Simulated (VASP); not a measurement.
## Input and output of a VASP PBE single-point calculation on BN (strained zincblende)

INCAR

```
PREC = Accurate
LWAVE = .FALSE.
NELM = 120
NBANDS = 11
LCHARG = .TRUE.
ENCUT = 520
LASPH = .TRUE.
ISIF = 2
GGA = PE
EDIFF = 1E-7
NSW = 0
IBRION = -1
SIGMA = 0.02
LREAL = .FALSE.
ISMEAR = -1
LELF = .TRUE.
```

KPOINTS

```
KPOINTS created by Atomic Simulation Environment
0
Gamma
12 12 12
0 0 0
```

KPOINTS_OPT

```
special points
6
Reciprocal
0.0000000000 0.0000000000 0.0000000000 1
-0.5000000000 -0.5000000000 0.0000000000 1
-0.3750000000 -0.3750000000 0.2500000000 1
-0.3750000000 0.0000000000 0.3750000000 1
0.0000000000 0.0000000000 0.5000000000 1
-0.5000000000 -0.2500000000 0.2500000000 1
```

POSCAR

```
B  N
 1.0000000000000000
     0.0000000000000000    1.8770184675999999    1.7733753882000001
     1.8770184675999999    0.0000000000000000    1.7733753882000001
     1.8770184675999999    1.8770184675999999    0.0000000000000000
 B   N
   1   1
Cartesian
  0.0000000000000000  0.0000000000000000  0.0000000000000000
  0.9385092338000000  0.9385092338000000  0.8866876941000000
```

VASP ran with the recommended PBE PAW datasets (8 valence electrons in the cell).

Command

```
mpirun -np 1 vasp_std
```

OSZICAR

```
N       E                     dE             d eps       ncg     rms          rms(c)
DAV:   1     0.112085933040E+02    0.11209E+02   -0.49223E+03  3674   0.718E+02
DAV:   2    -0.176778357800E+02   -0.28886E+02   -0.28017E+02  4351   0.163E+02
DAV:   3    -0.182570987855E+02   -0.57926E+00   -0.57821E+00  4221   0.198E+01
DAV:   4    -0.182578658536E+02   -0.76707E-03   -0.76705E-03  3802   0.801E-01
DAV:   5    -0.182578665991E+02   -0.74546E-06   -0.74546E-06  4159   0.250E-02    0.640E+00
DAV:   6    -0.174413090597E+02    0.81656E+00   -0.30598E+00  3766   0.979E+00    0.307E+00
DAV:   7    -0.173869648969E+02    0.54344E-01   -0.82184E-02  3991   0.244E+00    0.185E+00
DAV:   8    -0.173745279873E+02    0.12437E-01   -0.32838E-02  3927   0.130E+00    0.163E-01
DAV:   9    -0.173746431176E+02   -0.11513E-03   -0.10979E-03  3799   0.255E-01    0.781E-02
DAV:  10    -0.173747368523E+02   -0.93735E-04   -0.13014E-04  3866   0.976E-02    0.144E-02
DAV:  11    -0.173747426988E+02   -0.58465E-05   -0.10765E-05  4127   0.266E-02    0.106E-02
DAV:  12    -0.173747427205E+02   -0.21658E-07   -0.18009E-06  3934   0.904E-03    0.642E-04
DAV:  13    -0.173747427105E+02    0.99992E-08   -0.23894E-08  1979   0.152E-03
   1 F= -.17374743E+02 E0= -.17374743E+02  d E =-.393676E-11
       N       E                     dE             ncg
DAV:   1     0.191356766070E+04   -0.21398E+04      132
DAV:   2     0.176690871634E+04   -0.14666E+03      156
DAV:   3     0.176414717386E+04   -0.27615E+01      153
DAV:   4     0.176414408941E+04   -0.30845E-02      138
DAV:   5     0.176414408653E+04   -0.28819E-05      156
DAV:   6     0.176414408652E+04   -0.50186E-08      138
```

From OUTCAR

```
k-points           NKPTS =    163   k-points in BZ     NKDIM =    163   number of bands    NBANDS=     11

   NELECT =       8.0000    total number of electrons

   dimension x,y,z NGX =    20 NGY =   20 NGZ =   20
   dimension x,y,z NGXF=    40 NGYF=   40 NGZF=   40

  energy-cutoff  :      520.00
  volume of cell :       12.50
      direct lattice vectors                 reciprocal lattice vectors
     0.000000000  1.877018468  1.773375388    -0.266379904  0.266379904  0.281948201
     1.877018468  0.000000000  1.773375388     0.266379904 -0.266379904  0.281948201
     1.877018468  1.877018468  0.000000000     0.266379904  0.266379904 -0.281948201

 k-points in reciprocal lattice and weights: KPOINTS created by Atomic Simulation Env
   0.00000000  0.00000000  0.00000000       0.001
   0.08333333 -0.00000000  0.00000000       0.005
   0.16666667  0.00000000  0.00000000       0.005
   0.25000000  0.00000000  0.00000000       0.005
   0.33333333  0.00000000  0.00000000       0.005
   0.41666667  0.00000000  0.00000000       0.005
   0.50000000  0.00000000  0.00000000       0.002
   0.08333333  0.08333333  0.00000000       0.001
   ...

 E-fermi :   7.4292

 k-point     1 :       0.0000    0.0000    0.0000
  band No.  band energies     occupation
      1     -12.8725      2.00000
      2       6.5657      2.00000
      3       6.5657      2.00000
      4       7.0580      2.00000
      5      15.0446      0.00000
      6      15.4400      0.00000
      7      15.4400      0.00000
      8      16.1550      0.00000
      9      30.4570      0.00000
     10      32.4451      0.00000
     11      33.5121      0.00000

 k-point     2 :       0.0833   -0.0000    0.0000
  band No.  band energies     occupation
      1     -12.7108      2.00000
      2       5.8073      2.00000
      3       6.3764      2.00000
      4       6.7915      2.00000
      5      15.1552      0.00000
      6      15.6749      0.00000
      7      15.6841      0.00000
      8      16.8003      0.00000
      9      30.3329      0.00000
     10      30.7256      0.00000
     11      31.9769      0.00000

 k-point     3 :       0.1667    0.0000    0.0000
  band No.  band energies     occupation
      1     -12.2324      2.00000
      2       3.8307      2.00000
      3       5.9135      2.00000
      4       6.3914      2.00000
      5      15.3431      0.00000
      6      16.2275      0.00000
      7      16.2704      0.00000
      8      18.2052      0.00000
      9      29.4987      0.00000
     10      29.7149      0.00000
     11      30.9308      0.00000

 k-point     4 :       0.2500    0.0000    0.0000
  band No.  band energies     occupation
      1     -11.4620      2.00000
      2       1.4780      2.00000
      3       5.3750      2.00000
      4       5.9629      2.00000
      5      15.5003      0.00000
      6      16.6935      0.00000
      7      16.9766      0.00000
      8      19.5946      0.00000
      9      29.1294      0.00000
     10      29.4006      0.00000
     11      30.5745      0.00000

 k-point     5 :       0.3333    0.0000    0.0000
  band No.  band energies     occupation
      1     -10.4651      2.00000
      2      -0.7981      2.00000
      3       4.9120      2.00000
      4       5.6016      2.00000
      5      15.6021      0.00000
      6      16.8747      0.00000
      7      17.5128      0.00000
      8      20.6303      0.00000
      9      29.0084      0.00000
     10      30.4113      0.00000
     11      30.9336      0.00000

 k-point     6 :       0.4167    0.0000    0.0000
  band No.  band energies     occupation
      1      -9.4322      2.00000
      2      -2.6447      2.00000
      3       4.6085      2.00000
      4       5.3676      2.00000
      5      15.6442      0.00000
      6      16.8627      0.00000
      7      17.7978      0.00000
      8      21.2321      0.00000
      9      29.1729      0.00000
     10      32.0143      0.00000
     11      32.0169      0.00000

 k-point     7 :       0.5000    0.0000    0.0000
  band No.  band energies     occupation
      1      -8.9086      2.00000
      2      -3.4463      2.00000
      3       4.5036      2.00000
      4       5.2873      2.00000
      5      15.6523      0.00000
      6      16.8344      0.00000
      7      17.8813      0.00000
      8      21.4250      0.00000
      9      29.3268      0.00000
     10      32.2469      0.00000
     11      32.9206      0.00000

 k-point     8 :       0.0833    0.0833    0.0000
  band No.  band energies     occupation
      1     -12.6397      2.00000
      2       6.0280      2.00000
      3       6.0280      2.00000
      4       6.4455      2.00000
      5      14.6628      0.00000
      6      16.1070      0.00000
      7      16.1070      0.00000
      8      16.8125      0.00000
      9      29.9628      0.00000
     10      32.2360      0.00000
     11      32.7735      0.00000

 k-point     9 :       0.1667    0.0833    0.0000
  band No.  band energies     occupation
      1     -12.2502      2.00000
      2       4.4734      2.00000
      3       5.4687      2.00000
      4       6.2558      2.00000
      5      14.5994      0.00000
      6      16.5858      0.00000
      7      16.8035      0.00000
      8      17.8366      0.00000
      9      28.6540      0.00000
     10      31.7599      0.00000
     11      31.7618      0.00000

 k-point    10 :       0.2500    0.0833    0.0000
  band No.  band energies     occupation
      1     -11.5613      2.00000
      2       2.2178      2.00000
      3       4.9047      2.00000
      4       5.9572      2.00000
      5      14.8769      0.00000
      6      17.0697      0.00000
      7      17.3884      0.00000
      8      19.0362      0.00000
      9      27.7927      0.00000
     10      31.3009      0.00000
     11      31.3893      0.00000

 k-point    11 :       0.3333    0.0833    0.0000
  band No.  band energies     occupation
      1     -10.6235      2.00000
      2      -0.0779      2.00000
      3       4.4726      2.00000
      4       5.5365      2.00000
      5      15.1774      0.00000
      6      17.6015      0.00000
      7      17.6172      0.00000
      8      19.9529      0.00000
      9      27.7433      0.00000
     10      31.2663      0.00000
     11      31.8782      0.00000

 k-point    12 :       0.4167    0.0833    0.0000
  band No.  band energies     occupation
      1      -9.5774      2.00000
      2      -2.0640      2.00000
      3       4.2416      2.00000
      4       5.1257      2.00000
      5      15.3803      0.00000
      6      17.5418      0.00000
      7      17.9066      0.00000
      8      20.7692      0.00000
      9      28.0956      0.00000
     10      31.7507      0.00000
     11      32.9512      0.00000

 k-point    13 :       0.5000    0.0833    0.0000
  band No.  band energies     occupation
      1      -8.8415      2.00000
      2      -3.2293      2.00000
      3       4.2373      2.00000
      4       4.8109      2.00000
      5      15.5445      0.00000
      6      17.3577      0.00000
      7      17.9325      0.00000
      8      21.4337      0.00000
      9      28.3879      0.00000
     10      32.1756      0.00000
     11      33.0664      0.00000

 k-point    14 :      -0.4167    0.0833    0.0000
  band No.  band energies     occupation
      1      -9.0802      2.00000
      2      -2.8773      2.00000
      3       4.4552      2.00000
      4       4.6445      2.00000
      5      15.7292      0.00000
      6      17.1916      0.00000
      7      17.8224      0.00000
      8      21.5740      0.00000
      9      28.5037      0.00000
     10      31.4433      0.00000
     11      32.1796      0.00000

 k-point    15 :      -0.3333    0.0833    0.0000
  band No.  band energies     occupation
      1     -10.0346      2.00000
      2      -1.2797      2.00000
      3       4.6590      2.00000
      4       4.8647      2.00000
      5      15.9064      0.00000
      6      17.0280      0.00000
      7      17.6468      0.00000
      8      21.0400      0.00000
      9      28.4512      0.00000
     10      29.4440      0.00000
     11      32.0120      0.00000

 k-point    16 :      -0.2500    0.0833    0.0000
  band No.  band energies     occupation
      1     -11.0620      2.00000
      2       0.8551      2.00000
      3       4.8723      2.00000
      4       5.4025      2.00000
      5      15.9859      0.00000
      6      16.7361      0.00000
      7      17.3298      0.00000
      8      20.0556      0.00000
      9      28.1084      0.00000
     10      28.2474      0.00000
     11      31.8205      0.00000

 ...

  Total       -2.0725698     -2.0725698      0.3129691      0.0000000      0.0000000      0.0000000
  in kB     -265.7369753   -265.7369753     40.1277056      0.0000000      0.0000000      0.0000000
  external PRESSURE =    -163.7820817 kB  Pullay stress =       0.0000000 kB

 POSITION                                       TOTAL-FORCE (eV/Angst)
 -----------------------------------------------------------------------------------
      0.00000      0.00000      0.00000        -0.000000     -0.000000      0.000000
      0.93851      0.93851      0.88669         0.000000      0.000000     -0.000000
 -----------------------------------------------------------------------------------
    total drift:                                0.000001      0.000001     -0.000002

  FREE ENERGIE OF THE ION-ELECTRON SYSTEM (eV)
  ---------------------------------------------------
  free  energy   TOTEN  =       -17.3747427105 eV

  energy  without entropy=      -17.3747427105  energy(sigma->0) =      -17.37474271
```

- gap between bands v and c: 3.49 eV
- least direct gap: 7.99 eV
- pressure: -16.4 GPa

Band v is the last that the valence electrons fill when counted band by band, and c is the next.

The run took about 14 s on one core of a shared host (Intel Xeon Platinum 8488C) and held 0.13 GiB at most.
